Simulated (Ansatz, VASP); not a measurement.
One calculation of Bi, two programs

```
Bi
1.0
     5.37539    0.00000    0.00000
    -2.68769    4.65522    0.00000
     0.00000    0.00000    6.88055
Bi
4
Direct
  0.33333 0.66667 0.47078
  0.66667 0.33333 0.97078
  0.66667 0.33333 0.52922
  0.33333 0.66667 0.02922
```

Alike in both runs: functional PBEsol; k mesh 12 × 12 × 8; occupations gaussian, width 0.1 eV; no spin polarisation.

Ansatz relaxed the structure, and its values are those at the end. VASP's run is a single point on that final structure, the one shown.

|  | VASP | Ansatz |
| --- | --- | --- |
| version | VASP 6.6.1 | Ansatz 0.2.0 |
| potentials or method | VASP PAW PBE potentials, release 64 (Bi_d) | scalar-relativistic, plane waves, PAW |
| plane-wave cutoff (eV) | 520 | 420 |
| valence electrons in the cell | 60 | 60 |

|  | VASP | Ansatz | Ansatz less VASP |
| --- | --- | --- | --- |
| gap on the k mesh at the Fermi level (eV) | none | none | - |
| pressure (GPa) | 0.0 | 0.0 | +0.05 |

A gap of «none» marks a metal or a gap that the smearing closes. With one functional, cell and mesh, what is left measures potentials, basis and numerics.

Caveats: the PAW data sets were made with another functional, which shifts forces and pressure a little (VASP); spin-orbit coupling is left out, which moves the levels of the heavy elements.
